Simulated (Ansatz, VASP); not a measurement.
# CaO: VASP beside Ansatz

```
Ca O
1.0
     0.00000    2.35395    2.35395
     2.35395    0.00000    2.35395
     2.35395    2.35395    0.00000
Ca O
1 1
Direct
  0.99788 0.99788 0.99788
  0.50000 0.50000 0.50000
```

Change from the starting cell: atom 1 moved by [-0.01, -0.01, -0.01] A.

Alike in both runs: task single point; functional LDA; k mesh 8 × 8 × 8; no spin polarisation.

|  | VASP | Ansatz |
| --- | --- | --- |
| version | VASP 6.6.1 | Ansatz 0.2.0 |
| potentials or method | VASP PAW LDA potentials, release 64 (Ca_sv, O), cutoff 520 eV | all-electron LAPW, scalar-relativistic |
| occupations | gaussian, width 0.01 eV | fixed |

VASP gave:

| Property | Result |
| --- | --- |
| gap on the k mesh at the Fermi level (eV) | 3.42 |
| pressure (GPa) | 1.0 |
| rms of the force components (eV/Å) | 0.037 |

**Question.** Which values does Ansatz return?

**Answer.** gap on the k mesh at the Fermi level (eV): 3.45; pressure (GPa): 0.0; rms of the force components (eV/Å): 0.036.

Atom by atom the forces differ by 0.002 eV/Å (rms over components). Ansatz ran all-electron here, so the differences hold the error of VASP's frozen core and of both bases.

A k mesh can miss the band edges.
